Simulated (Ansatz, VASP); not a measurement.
# LiF (lda): VASP beside Ansatz

INCAR

```
ALGO = Normal
EDIFF = 1E-6
EDIFFG = -0.002
ENCUT = 600
GGA = CA
IBRION = 2
ISIF = 3
ISMEAR = 0
LASPH = T
LCHARG = F
LREAL = F
LWAVE = F
NELM = 100
NSW = 100
PREC = Accurate
SIGMA = 0.02
```

File KPOINTS:

```
k-points
0
Gamma
  10 10 10
```

Contents of POSCAR:

```
LiF
1.0
    0.0000000000      1.9544373904      1.9544373904
    1.9544373904      0.0000000000      1.9544373904
    1.9544373904      1.9544373904      0.0000000000
Li F
1 1
Direct
    0.0000000000      0.0000000000      0.0000000000
    0.5000000000      0.5000000000      0.5000000000
```

Input for Ansatz:

```yaml
crystal:
  lattice:
    - [0.0, 1.9544373904, 1.9544373904]
    - [1.9544373904, 0.0, 1.9544373904]
    - [1.9544373904, 1.9544373904, 0.0]
  atoms:
    - { symbol: Li, position: [0.0, 0.0, 0.0] }
    - { symbol: F, position: [0.5, 0.5, 0.5] }
basis:
  ecutwfc: 420
kpoints:
  mp_grid: { grid: [10, 10, 10] }
hamiltonian:
  xc: lda
  pseudopotentials: { kind: paw }
scf:
  occupations: { method: gaussian, width: 0.02 }
output:
  forces: true
  stress: true
  eigenvalues: true
relax:
  adjacent_minimum: "off"
  f_tol: 0.002
  max_steps: 80
  cell: { stress_tol: 0.02 }
```

Alike in both runs: task relaxation of cell and atoms; functional LDA; k mesh 10 × 10 × 10; occupations gaussian, width 0.02 eV; no spin polarisation.

```csv
,VASP,Ansatz
version,VASP 6.6.1,Ansatz 0.2.0
potentials or method,"VASP PAW LDA potentials, release 64 (Li_sv, F)","scalar-relativistic, plane waves, PAW"
plane-wave cutoff (eV),600,420
valence electrons in the cell,10,10
```

Ansatz gave:

```
gap on the k mesh at the Fermi level, each at its own relaxed structure (eV) : 9.70
relaxed volume (Å³/atom)                                                     : 7.47
relaxed cell length with the largest relative difference (Å)                 : 2.764
```

What did VASP give for the same quantities?

gap on the k mesh at the Fermi level, each at its own relaxed structure (eV): 9.76; relaxed volume (Å³/atom): 7.41; relaxed cell length with the largest relative difference (Å): 2.757.

Caveats: the cutoff is under 1.25 times the usual one of these potentials, so pressure, stress and relaxed cells hold a basis-set (Pulay) error (VASP). LDA usually gives volumes a few per cent too small. A k mesh can miss the band edges.
